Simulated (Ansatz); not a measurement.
The structure is an experimental refinement, used without relaxation. The listed cell was then made from it by scaling, straining or moving an atom.

Na: DFT, PBE, all-electron PAW with datasets made for the crystal, scalar-relativistic (Ansatz 0.2.0). What sets it apart from a plain run of this crystal: zz strain of -2 %.

Command: `ansatz run input.yaml --threads 1 --pin off --max-ram 3072MiB --backend cpu --events-out ev --progress --plain --runs-dir out` The run took 4.9 s on 1 thread of Intel(R) Xeon(R) Platinum 8488C (Sapphire Rapids) (shared host), peak memory 0.37 GiB.

```yaml
crystal:
  lattice:
    - [3.7670009976, 0.0, 0.0]
    - [-1.8835004988, 3.26231856, 0.0]
    - [0.0, 0.0, 6.03092]
  atoms:
    - { symbol: Na, position: [0.3333333333, 0.6666666667, 0.25] }
    - { symbol: Na, position: [0.6666666667, 0.3333333333, 0.75] }
kpoints:
  mp_grid: { grid: [13, 13, 7] }
scf:
  occupations: { method: fermi_dirac, width: 0.05 }
hamiltonian:
  xc: pbe
  pseudopotentials: { kind: all_electron, datasets: crystal }
output:
  forces: true
  stress: true
  eigenvalues: true
  efg: { contact_densities: true }
```

Output (standing set-up lines are left out):

```
Crystal: 2 atoms, lattice volume = 74.115 Å³
Basis set: ecut = 160 eV, 325 PW (Γ), exchange–correlation on 32×32×50 points (8 copies of the dense FFT grid, shifted against one another)
SCF iter   1: F=—  HF=-8840.160848 eV  |F-HF|=—  |Δ(HF+E_count)|=         —  Δρ=3.56e-3  dr2=1.90e-2  ethr=1.07e-4  ⟨swp⟩=5.1  Hψ=7571  notcnv=0
preconditioner: auto → Kerker (q_TF=auto, 2.155 Å⁻¹)  [metal: Δε(μ)=0.024 eV  Ē_g=4.820 eV  σ=0.050 eV  W_gap=0.12  n_scr=10 (ndim 8)  ℏωp=6.1 eV  f_vac=0.000  D(μ)=0.97/eV (n_scr^D=2)]
SCF iter   2: F=—  HF=-8840.147228 eV  |F-HF|=—  |Δ(HF+E_count)|=   1.36e-2  Δρ=2.67e-3  dr2=1.07e-2  ethr=1.06e-4  ⟨swp⟩=2.7  Hψ=2257  notcnv=0  defer=2
iter 3 solved again at ethr=3.43e-6 eV; its pass at ethr=5.97e-5 eV (dr2=6.17e-4 eV) is discarded
SCF iter   3: F=—  HF=-8840.149067 eV  |F-HF|=—  |Δ(HF+E_count)|=   1.84e-3  Δρ=6.41e-4  dr2=6.18e-4  ethr=3.43e-6  ⟨swp⟩=2.0  Hψ=9032  notcnv=0  defer=2
SCF iter   4: F=—  HF=-8840.149093 eV  |F-HF|=—  |Δ(HF+E_count)|=   2.64e-5  Δρ=1.69e-4  dr2=4.11e-5  ethr=3.43e-6  ⟨swp⟩=2.0  Hψ=1878  notcnv=0
SCF iter   5: F=—  HF=-8840.149059 eV  |F-HF|=—  |Δ(HF+E_count)|=   3.38e-5  Δρ=5.27e-5  dr2=3.13e-6  ethr=2.28e-7  ⟨swp⟩=2.9  Hψ=1966  notcnv=0
SCF iter   6: F=—  HF=-8840.149055 eV  |F-HF|=—  |Δ(HF+E_count)|=   4.34e-6  Δρ=3.65e-5  dr2=2.05e-6  ethr=1.74e-8  ⟨swp⟩=4.0  Hψ=3047  notcnv=0
SCF iter   7: F=—  HF=-8840.149056 eV  |F-HF|=—  |Δ(HF+E_count)|=   7.11e-7  Δρ=1.35e-5  dr2=3.04e-7  ethr=1.14e-8  ⟨swp⟩=2.8  Hψ=1967  notcnv=0
SCF iter   8: F=-8840.149056 eV  HF=-8840.149056 eV  |F-HF|=6.85e-9  |Δ(HF+E_count)|=   6.23e-8  Δρ=2.81e-6  dr2=9.14e-9  ethr=1.69e-9  ⟨swp⟩=2.6  Hψ=1946  notcnv=0
SCF 1 converged in 8 iterations: F = -8840.149057 eV  dr2 = 9.14e-9
  Residual-converged pass: ⟨swp⟩=4.0  Hψ=2952  notcnv=0  max |occ|·‖R‖ = 5.2e-6 eV (tolerance 5.3e-6 eV)  dr2=9.09e-9  dr2_onsite=8.43e-10  max |Δocc| = 2.9e-10
  greatest PAW one-centre occupation: 1.000 electrons in one spin orbital (limit 2), on the Na atom at site 0 (counted from 0), in its partial waves of l = 1
SCF converged after 8 iterations
Free energy (F): -8840.149057 eV
Harris-Foulkes:  -8840.149057 eV  (|F-HF|=6.85e-9)
Internal energy: -8840.140805 eV  (E = F + TS)
E sigma→0 (E₀):  -8840.144931 eV
Entropy (-TS):   -0.008252 eV (-4.126 meV/atom)
Past the cutoff: the bands carry plane waves up to 1.75 times it, of which those up to 1.5 times it add -0.000467 eV an atom, each by itself; the spheres take 0.000703 eV an atom off the energy for waves past 1.75 times it
By the cutoff:   a pressure is off by up to 0.008 GPa (1.2 times the spheres' own share and the shells' term, over an atom's volume, and 0.004 GPa: a bound that held against runs at twice the plane waves)
Past the cutoffs: a stress includes 0.0014 GPa for waves and charges beyond them, in addition to the slope of what the spheres take
In the spheres:  the bands' charges fall short by 4.0e-6 e at most (sound up to 1e-3)
Fermi energy:    1.588717 eV
--- Per-component energies (eV) ---
  The terms above E_closure are by the made datasets' own strengths, without shells solved beside the bands.
--- Forces (eV/Å), atoms counted from 1 ---
  atom   1  Na     0.00000000     0.00000000     0.00000000
  atom   2  Na    -0.00000000     0.00000000    -0.00000000
  max |Σ_I F_I| component: 3.61e-20 eV/Å
--- Stress (GPa, compression-positive) ---
       -0.077784      -0.000000       0.000000
       -0.000000      -0.077784      -0.000000
        0.000000      -0.000000       0.202998
  P = ⅓ Tr σ = 0.0158 GPa (0.158 kbar)
--- PAW observables at the nuclei: V_zz in 10²¹ V/m², potentials from the cell's mean, atoms counted from 1 ---
  atom   1  Na V_zz =    +0.001645   η = 0.0000   by run symmetry: allowed
            electrostatic potential = -971.493054 V   contact ρ = 5909.664734 e/Å³
  atom   2  Na V_zz =    +0.001645   η = 0.0000   by run symmetry: allowed
            electrostatic potential = -971.493054 V   contact ρ = 5909.664734 e/Å³
--- Band table (eV; the first three rows and the last of 84) ---
  k-point 0: bands = ["-51.4008", "-51.3989", "-23.3430", "-23.3116", "-23.3116", "-23.3061", "-23.3061", "-23.3061", "-1.6821", "2.2385", "2.6751"]
  k-point 1: bands = ["-51.4007", "-51.3990", "-23.3412", "-23.3113", "-23.3113", "-23.3079", "-23.3064", "-23.3064", "-1.5950", "1.3639", "3.6970"]
  k-point 2: bands = ["-51.4005", "-51.3992", "-23.3361", "-23.3131", "-23.3106", "-23.3106", "-23.3072", "-23.3072", "-1.3344", "0.4541", "5.0487"]
  k-point 83: bands = ["-51.3987", "-51.3986", "-23.3348", "-23.3345", "-23.3267", "-23.3243", "-23.3131", "-23.3125", "3.0011", "3.4589", "3.9264"]
```
